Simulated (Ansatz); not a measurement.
# CoO, several self-consistent solutions

```
CELL_PARAMETERS angstrom
-3.01600 3.01600 4.21450
1.50800 -1.50800 2.10725
1.50800 1.50800 -2.10725
ATOMIC_POSITIONS crystal
Co 0.00000 0.00000 0.00000
O 0.25000 0.50000 0.00000
Co 0.50000 0.00000 0.00000
O 0.75000 0.50000 0.00000
```

All energies were calculated with Ansatz 0.2.0 (PBE with U_eff = 3.3 eV on Co d (all-electron-ortho-atomic projectors); 420 eV; 5×10×10 Γ-centred mesh; fermi-dirac occupations of width 0.050 eV). The atoms are fixed and numbered as listed; spin is collinear, without spin-orbit coupling.

The cycle has several fixed points for this cell. Moments (μB):

```tsv
state	Co1	Co3	other atoms together	size of the net moment a cell
A	0.00	0.00	0.00	0.00
B	2.52	-2.52	0.00	0.00
C	2.59	2.59	0.47	6.00
```

Site moments are taken in small spheres that don't touch (radius about 0.4 of the atom's shortest bond), so those of the magnetic atoms read low, and they needn't add up to the net moment. State A was run without spin polarisation.

**Question.** What is the order in energy at zero smearing?

**Answer.** State B (antiparallel, compensated) is lowest; C (parallel moments) lies 51 meV above it, A (without moments) lies 794 meV above it, all counted an atom of the cell.

**Question.** Compare the parallel order C with the antiparallel order B.

**Answer.** Between C and B the moments keep their size (2.59 against 2.52 μB in the mean), so the difference mostly measures the exchange between the flipped sites: the antiparallel order gains 102 meV for each Co atom. The nearest flipped pair stands 3.00 Å apart. Flipped pairs are linked through O; the widest Co–O–Co angle among the nearer links is 180°, at 4.21 Å between the metal atoms. A nearly straight link favours antiparallel spins by superexchange as a rule of thumb, which fits.

**Question.** How much does the cell gain by forming moments?

**Answer.** 794 meV an atom of the cell, or 1588 meV for each Co atom, against state A, which has none. A run without spin would miss this and give wrong energies and forces. That state isn't the paramagnet, which keeps its moments, so this is no ordering energy, and a U raises it further by its penalty on part-filled orbitals.

The cell is that of a Crystallography Open Database entry, unchanged but doubled along one cell vector so that moments can oppose.

Caveats: only orders that fit this cell and collinear spins were tried, so the true order may need a larger cell or canted moments; atoms and cell are not relaxed, and each state would relax in its own way; the U is a value in common use, not computed for this crystal; the k mesh is coarse, so differences of a few meV are uncertain where a state is a metal; at this level the entry's cell stands at +8 GPa (positive in compression); one start a pattern, so a lower state of the same pattern may exist; the nearest magnetic atoms form triangles, which frustrates antiparallel coupling, so the true order may be non-collinear or need another cell.
